Question: seven volumes of simple cubic boron, and what I can read from them

I have this energy-volume curve for boron with one atom per cubic cell. The volume and energy are per atom, and the energy is counted from the minimum of a smooth curve through all seven points.

Simple cubic boron, one atom per cell, computed with VASP 6.6.1 using the PBE functional and the recommended PBE PAW potential, without spin polarisation. All volumes share a 520 eV plane-wave cutoff, a 14×14×14 k mesh and Fermi-Dirac smearing of 0.05 eV. Energies are counted from the minimum of the fitted energy-volume curve.

```
volume (Å³/atom)  energy (meV/atom)  pressure (GPa)
           6.298             20.660          16.670
           6.432              9.160          10.720
           6.566              2.430           5.310
           6.700              0.020           0.380
           6.834              1.550          -4.110
           6.968              6.670          -8.200
           7.102             15.070         -11.910
```

1. Row 6.700 is the lowest, so why are its energy and pressure not zero?
2. How can row 6.298 be under so much pressure and yet cost so little energy?
3. What pushes back when the cell is squeezed?
4. Why does squeezing cost more than stretching?
5. What would change with aluminium in the same cell?
6. Which digits can I trust, and would a higher cutoff alter them?
7. May I use the stiffness for a real boron film?

Answer

1. The lowest row is not quite the minimum. The curve has its lowest point at 6.713 Å³, about 0.2 % above row 6.700. Pressure is minus the slope of energy against volume,

P = −dE/dV,

so the positive 0.38 GPa says that this cell would still lower its energy by expanding a little. The next row, 6.834, has a negative pressure: it is stretched and would lower its energy by shrinking.

2. Near a minimum, pressure grows in proportion to the volume change, while energy grows with its square. Compare rows 6.432 and 6.298. The second is about 1.5 times as far from the minimum; its pressure is about 1.6 times as large, but its energy 2.3 times. A small displacement therefore shows up in the pressure long before it costs much energy. The displacement is also smaller than it sounds, because a volume change of 6 % shortens each boron-boron contact by only 2 %.

3. Mainly the kinetic energy of the electrons. Let T be their kinetic energy and U the whole potential energy, including the repulsion between nuclei, so that E = T + U. If all lengths shrink together, T grows as the inverse square of the length and U, being Coulomb energy, as the inverse length. For electrons around fixed nuclei this gives the virial theorem:

3PV = 2T + U = T + E

At the minimum P is zero, so the changes from there obey

ΔT = 3PV − ΔE

For row 6.298, with 1 eV/Å³ = 160.2 GPa:

ΔT = 3 × 16.67 × 6.298 / 160.2 − 0.02 ≈ 1.9 eV

The kinetic energy thus rises by about 1.9 eV per atom, and the potential energy falls by nearly as much. The 20.66 meV in the table is the small remainder of two changes almost a hundred times larger. In row 7.102 the roles are exchanged: the electrons have more room and lose about 1.6 eV of kinetic energy, but they lose slightly more attraction than that.

This split is deduced from the theorem, not computed separately, and any solid squeezed a little from its minimum would show the same signs; only the size belongs to boron. The theorem holds for all electrons, whereas the calculation keeps the core electrons frozen, so two figures are the most it deserves.

4. Part of the difference is geometry, and part is real stiffening. Row 6.298 costs 1.37 times as much as row 7.102, but it also lies farther from the minimum. A parabola in volume would already give a ratio of 1.14 for that reason alone. A parabola in the contact length, which is what ideal springs between neighbours would give, yields 1.24, because the contact shortens by 2.106 % in the one row and lengthens by only 1.894 % in the other. How the ratio is divided therefore depends on the baseline, but even against ideal springs a factor of 1.11 remains: the solid really does stiffen as it shrinks.

The pressures show the same thing directly. The bulk modulus, −V dP/dV, measures the pressure needed for a given relative change of volume. Taken from neighbouring rows, it is about 273 GPa at 6.432 and 203 GPa at 6.968. The scaling in answer 3 points the same way: if all lengths shrank together, the kinetic energy would rise more steeply than the Coulomb attraction, so each further step inward would be harder than the last. That is a simple picture and not a proof, since the atomic cores do not shrink with the cell.

5. The aluminium cell is expected to be larger and softer. Aluminium also has three valence electrons, but its core is bigger and holds them farther out. The same number of electrons then fills a larger volume, their kinetic energy per volume is lower, and a given relative compression raises the pressure less. This argument gives the direction of the change and not its size, since the kinetic energy alone does not fix a modulus; the boron rows themselves do not test it.

6. Trust the differences between rows more than the last digit of the pressure. With smeared occupations, the pressure should match the slope of the electronic free energy. That is not the energy column: the free energy lies 2.2 to 2.5 meV lower, more so in the larger cells, and this drift alone is worth about 0.05 GPa. Over the whole range, the printed pressures are on average 0.12 GPa too low by that measure. That is under 1 % of the pressure in row 6.298, but about a third of the value in row 6.700. It moves the volume of zero pressure by only about 0.004 Å³.

The likely cause is Pulay stress. At a fixed cutoff, a larger cell is described with more plane waves, which lowers its energy a little further. The stress formula keeps the set of waves fixed and misses this gain, so it understates the outward push. A higher cutoff should shrink the mismatch, and running one would test this explanation.

For the size of the cell I would quote 6.71 Å³, but only for nuclei held still: the runs leave out zero-point motion, which for an atom as light as boron could change the third figure. The curve through the seven energies gives a bulk modulus of 234 GPa at its minimum, but a smooth curve is not the same as a converged one. This is a metal with a very small cell, so a denser k mesh is the first setting to vary before relying on the third figure.

7. No. Here each atom has six equal neighbours at 1.89 Å, and the cell may only grow or shrink as a cube. Ordinary boron is built from linked icosahedra, where contacts within and between the units can share a compression unequally. The modulus of 234 GPa therefore belongs to this imposed structure, and even close agreement with a measured film would not make it a prediction for that film. The minimum is also one against uniform scaling only; a shear or a rearrangement of the atoms might still lower the energy.

The analysis printed below uses differences, ratios, a numerical integral of the pressures, a straight-line interpolation and the virial theorem, with no fit of its own. The minimum and its modulus come from the curve through all seven rows, including the two end rows followed here.

The analysis program printed:

```
Changes from the minimum:
    row  volume change in %  contact in angstrom  contact change in %  kinetic change in eV  potential change in eV
  6.298              -6.185                1.847               -2.106                 1.945                  -1.925
  6.432              -4.189                 1.86               -1.416                 1.282                  -1.273
  6.566              -2.193                1.873              -0.7364                0.6504                  -0.648
    6.7             -0.1969                1.885             -0.06569               0.04765                -0.04763
  6.834               1.799                1.898               0.5961               -0.5275                   0.529
  6.968               3.795                 1.91                1.249                -1.077                   1.083
  7.102               5.791                1.922                1.894                -1.599                   1.614
Contact at the minimum in angstrom: 1.886
Volume change, row 6.298 over row 6.432: 1.476
Square of that ratio: 2.18
Pressure, row 6.298 over row 6.432: 1.555
Energy, row 6.298 over row 6.432: 2.255
Energy, row 6.298 over row 7.102: 1.371
Same ratio for a symmetric parabola about the minimum: 1.141
Factor left for stiffening: 1.202
Local bulk modulus at 6.432 in GPa: 272.6
Local bulk modulus at 6.700 in GPa: 235.5
Local bulk modulus at 6.968 in GPa: 202.8
Rise of local modulus per GPa of pressure: 3.691
Printed pressures integrated over all volumes in meV: 5.23
Free energy of row 6.298 less that of row 7.102 in meV: 5.856
Mean shortfall of the printed pressures in GPa: 0.1247
Volume shift that this shortfall causes in angstrom^3: 0.003556
Volume of zero printed pressure, straight line between rows, in angstrom^3: 6.711
Smallest energy less free energy in meV: 2.225
Largest energy less free energy in meV: 2.489
Pressure equivalent of that drift in GPa: 0.05261
```
